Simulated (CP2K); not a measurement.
A run of CP2K 2026.2 is set up as follows.

The input tio2_scf.inp:

```
&GLOBAL
  PROJECT tio2_scf
  RUN_TYPE ENERGY_FORCE
  PRINT_LEVEL LOW
&END GLOBAL
&FORCE_EVAL
  METHOD QS
  STRESS_TENSOR ANALYTICAL
  &DFT
    BASIS_SET_FILE_NAME BASIS_MOLOPT_UZH
    POTENTIAL_FILE_NAME POTENTIAL_UZH
    &MGRID
      CUTOFF 500
      REL_CUTOFF 60
      NGRIDS 5
    &END MGRID
    &QS
      METHOD GAPW_XC
      EPS_DEFAULT 1.0E-9
    &END QS
    &KPOINTS
      SCHEME MONKHORST-PACK 6 6 9
      GAMMA_CENTERED T
      SYMMETRY T
      SYMMETRY_BACKEND SPGLIB
    &END KPOINTS
    &SCF
      SCF_GUESS ATOMIC
      EPS_SCF 1.0E-6
      MAX_SCF 100
      ADDED_MOS 24
      CHOLESKY OFF
      EPS_EIGVAL 1.0E-7
      &DIAGONALIZATION ON
        ALGORITHM STANDARD
      &END DIAGONALIZATION
      &MIXING ON
        METHOD BROYDEN_MIXING
        ALPHA 0.4
        BETA 1.5
        NBUFFER 8
      &END MIXING
      &SMEAR ON
        METHOD FERMI_DIRAC
        ELECTRONIC_TEMPERATURE [K] 580.226
      &END SMEAR
    &END SCF
    &XC
      &XC_FUNCTIONAL PBE
      &END XC_FUNCTIONAL
    &END XC
    &PRINT
      &KPOINTS ON
      &END KPOINTS
      &MULLIKEN ON
      &END MULLIKEN
      &MO ON
        ENERGIES T
        OCCUPATION_NUMBERS T
        &EACH
          QS_SCF 0
        &END EACH
        ADD_LAST NUMERIC
      &END MO
      &LOWDIN ON
      &END LOWDIN
      &HIRSHFELD ON
        SHAPE_FUNCTION DENSITY
      &END HIRSHFELD
    &END PRINT
  &END DFT
  &SUBSYS
    &CELL
      A 4.5998373239 0.0000000000 0.0000000000
      B 0.0000000000 4.5998373239 0.0000000000
      C 0.0000000000 0.0000000000 2.9592135600
      PERIODIC XYZ
    &END CELL
    &COORD
      SCALED
      Ti  0.0139160000 0.0017320000 0.5011440000
      Ti  0.4956590000 0.4993750000 -0.0036640000
      O   0.3013670000 0.2892610000 0.5193280000
      O   0.2045110000 0.8082960000 -0.0201220000
      O   0.8085650000 0.1932210000 0.0217870000
      O   0.7116140000 0.6966910000 0.4819120000
    &END COORD
    &KIND Ti
      BASIS_SET DZVP-MOLOPT-PBE-GTH-q12
      POTENTIAL GTH-PBE-q12
      LEBEDEV_GRID 110
      RADIAL_GRID 80
    &END KIND
    &KIND O
      BASIS_SET DZVP-MOLOPT-PBE-GTH-q6
      POTENTIAL GTH-PBE-q6
      LEBEDEV_GRID 110
      RADIAL_GRID 80
    &END KIND
    &PRINT
      &ATOMIC_COORDINATES ON
      &END ATOMIC_COORDINATES
      &CELL ON
      &END CELL
      &SYMMETRY ON
      &END SYMMETRY
    &END PRINT
  &END SUBSYS
  &PRINT
    &FORCES ON
    &END FORCES
    &STRESS_TENSOR ON
    &END STRESS_TENSOR
  &END PRINT
&END FORCE_EVAL
```

Potentials or basis: POTENTIAL_UZH Ti GTH-PBE-q12, O GTH-PBE-q6; DZVP-MOLOPT-PBE-GTH basis.

Command:

```console
$ OMP_NUM_THREADS=1 cp2k.psmp -i tio2_scf.inp -o tio2_scf.out
```

Task: Predict the Hirshfeld charges.

Result: Ti +0.54, +0.56; O -0.27, -0.28 e.

Task: What does it give for the band gap on the k mesh?

Result: 1.41 eV, indirect (least direct gap 1.47 eV).

Forces in eV/Å, atoms in the order of the input:
```
Ti  -1.449 -0.149 -0.197
Ti   1.289  0.292  0.120
O    1.188  1.449 -0.554
O    0.513 -0.809  0.844
O   -0.279  0.253 -0.686
O   -1.225 -1.046  0.485
```

Caveat: an odd mesh through Γ misses points on the zone boundary, where band edges often lie; the basis of atomic orbitals isn't converged, which shifts pressures, moduli and gaps.
